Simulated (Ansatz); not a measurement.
## Ideal shear of a crystal plane in Te$_{2}$Mo

Computed with DFT r2SCAN, scalar-relativistic, plane waves, PAW (Ansatz 0.2.0). Cutoff 500 eV, Γ-centred 9×9×2 k-points, Gaussian smearing of 0.05 eV. No spin polarisation. Energies are free energies at this smearing, counted from the undisturbed cell; pressure is positive in compression.

The starting cell (relaxed at this level):

```
CELL_PARAMETERS angstrom
-3.56355 0.00000 0.00000
-1.78177 -3.08612 0.00000
0.00000 0.00000 14.72622
ATOMIC_POSITIONS crystal
Te 0.33333 0.33333 0.62848
Te 0.66667 0.66667 0.12848
Te 0.33333 0.33333 0.87152
Te 0.66667 0.66667 0.37152
Mo 0.33333 0.33333 0.25000
Mo 0.66667 0.66667 0.75000
```

The cell holds layers and no dispersion correction was added, so their binding is poorly described.

The cut lies on the cell's a–b face, a (0 0 1) plane (indices in the standard cell, whose axes needn't be the Cartesian ones shown) of area 11.00 Å², between layers 3.78 Å apart. Vector c is tilted by f times 1·a + 0·b (length 3.564 Å) with the atoms' Cartesian places fixed: one unrelaxed fault a cell. The traction is dγ/du, the slope of γ against the slip u in Å. Some rows repeat others by symmetry and weren't run.

```
     f  γ (mJ/m²) traction (GPa)
0.0000          0             0.0
0.1000          8             0.4
0.2000         30             0.7
0.3000         58             0.8
0.4000         82             0.5
0.5000         91             0.0
0.6000         82            -0.5
0.8000         30            -0.7
```

Q: Read off the first barrier and the stress needed to climb it, and compare with Frenkel's sinusoid.

A: The first sampled maximum lies at f = 0.500, a slip of 1.78 Å, with γ ≈ 91 mJ/m², which stands in for the unstable fault energy γ_us, and the steepest sampled slope before it is 0.8 GPa. A sinusoid γ = γ_us sin²(πu/λ) with its maximum there has λ = 3.56 Å and a largest slope πγ_us/λ = 0.8 GPa (1 mJ/m² per Å = 0.01 GPa). The stand-in is too high: the stress and forces give a traction of 1.1 GPa across the line at this point, so it is no saddle, and slip that bends off the line crosses lower.

Q: Is there a metastable fault on this line?

A: Apart from points where γ returns to about zero, no local minimum shows among the samples, so at this sampling the line offers no fault for a dislocation to split on; a fault can still lie off the line.

The cut is rigid; relaxing the faces lowers these energies and usually the stresses.

Cost: 6 runs of about 13 core-minutes in all, on Intel Xeon Processor @ 2.50GHz (Skylake/Cascade Lake) (shared hosts).